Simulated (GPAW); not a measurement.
The system is SnO2.

```
CELL_PARAMETERS angstrom
4.78800 0.00000 0.00000
0.00000 4.86658 0.00000
0.00000 0.00000 3.24090
ATOMIC_POSITIONS crystal
Sn 0.00000 0.00000 0.00000
Sn 0.50000 0.50000 0.50000
O 0.70815 0.67896 0.00000
O 0.20814 0.82104 0.50000
O 0.79185 0.17896 0.50000
O 0.29185 0.32104 0.00000
```

The cell is a database's computed one.

Base run:

```yaml
Program: GPAW 26.7.0
Functional: PBE
Potentials_or_basis: GPAW PAW data sets (gpaw-data 1.2.1)
Cutoff: 800 eV
Basis: pw
k_mesh: 6 × 6 × 8
Occupations: fermi-dirac, width 0.05 eV
Spin: no spin polarisation
```

Its results: band gap on the k mesh 0.83 eV, direct; pressure -1.8 GPa; largest force 0.086 eV/Å.

Problem. The run is repeated on the same cell with these changes: functional from PBE to r2SCAN; k mesh from 6 × 6 × 8 to 4 × 4 × 6. What comes out?

Solution. Band gap on the k mesh 1.45 eV, direct; pressure -9.3 GPa; largest force 0.151 eV/Å.

Several settings changed at once, so the effect can't be laid on one alone.

Caveats: spin-orbit coupling is left out, which moves the levels of the heavy elements; the PAW data sets were made with another functional, which shifts forces and pressure a little (some runs).
